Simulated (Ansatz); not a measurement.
# Si (P6_3/mmc): compression over a wide range

An exercise on one series of results from a longer session: the logs are not shown, and one member is left open.

This is Si in the hcp structure; at room conditions it is diamond.

Computed with Ansatz 0.2.0 (DFT PBEsol, scalar-relativistic, plane waves, PAW, unless a step's input says otherwise).

**Starting point**

Symmetry: P6_3/mmc, No. 194, hexagonal system. The conventional cell has a = 2.664 Å, b = 2.664 Å, c = 4.539 Å, α = 90.00°, β = 90.00°, γ = 120.00°. Around Si (site symmetry -6m2) lie 12 Si at 2.66 to 2.74 Å.

Structure file:

```xyz
2
Lattice="2.6642 0.0000 0.0000 -1.3321 2.3072 0.0000 0.0000 0.0000 4.5389" Properties=species:S:1:pos:R:3 pbc="T T T"
Si    0.0000    1.5382    1.1347
Si    1.3321    0.7691    3.4042
```

An earlier run at PBEsol left this cell at 13.950 Å³/atom and 0.01 GPa (20×20×10 mesh).

Set-up of the first run:

input.yaml

```yaml
crystal:
  lattice:
    - [2.6281591658, 0.0, 0.0]
    - [-1.3140795829, 2.2760526027, 0.0]
    - [0.0, 0.0, 4.477528004]
  atoms:
    - { symbol: Si, position: [0.3333333333, 0.6666666667, 0.25] }
    - { symbol: Si, position: [0.6666666667, 0.3333333333, 0.75] }
basis:
  ecutwfc: 420
  ecutrho_ratio: 4
kpoints:
  mp_grid: { grid: [20, 20, 10] }
hamiltonian:
  xc: pbesol
scf:
  occupations: { method: gaussian, width: 0.05 }
output:
  forces: true
  stress: true
  eigenvalues: true
relax:
  f_tol: 0.01
  max_steps: 40
  cell: { stress_tol: 0.1, fix: [volume] }
```

The run is started by

```bash
$ ansatz run input.yaml --threads 1 --pin off --max-ram 2560MiB --backend cpu --events-out ev --progress --plain --runs-dir out
```

Steps of the session up to this table: Volume × 0.96; Volume × 1.04; Volume × 0.92; Volume × 0.88; Volume × 0.84; Volume × 0.8; Volume × 0.76; Volume × 0.72; Volume × 0.68; Volume × 0.64.

One of the session's tables, all rows but one given; the rest of the session is left out.

| volume (Å³/atom) | energy above the lowest (meV/atom) | pressure (GPa) |
| --- | --- | --- |
| 8.928 | 1233.2 | 118.8 |
| 9.486 | 872.3 | 89.7 |
| 10.044 | 600.5 | 67.3 |
| 10.602 | 398.6 | 49.6 |
| 11.160 | 250.3 | 35.8 |
| 11.718 | 145.5 | 24.8 |
| 12.276 | 75.0 | 16.1 |
| 12.834 | 30.8 | 9.5 |
| 13.392 | ? | ? |
| 13.950 | 0.0 | 0.0 |
| 14.508 | 6.1 | -3.3 |

**Question.** Estimate the row for volume (Å³/atom) = 13.392.

Worked estimate for «energy above the lowest (meV/atom)». A straight line through the neighbours (12.834, 30.8) and (13.950, 0.0) gives 30.8 + (0.0 − 30.8) × (13.392 − 12.834) / (13.950 − 12.834) = 15.4; a parabola fitted to 4 rows on both sides gives 7.0.

**Answer.** energy above the lowest (meV/atom): 7.2; pressure (GPa): 4.3. In «energy above the lowest (meV/atom)» the line misses by +8.2 and the parabola by -0.2.

Caveats from the session: The k mesh is not the same at all volumes. Other structures may be lower in enthalpy at these pressures.
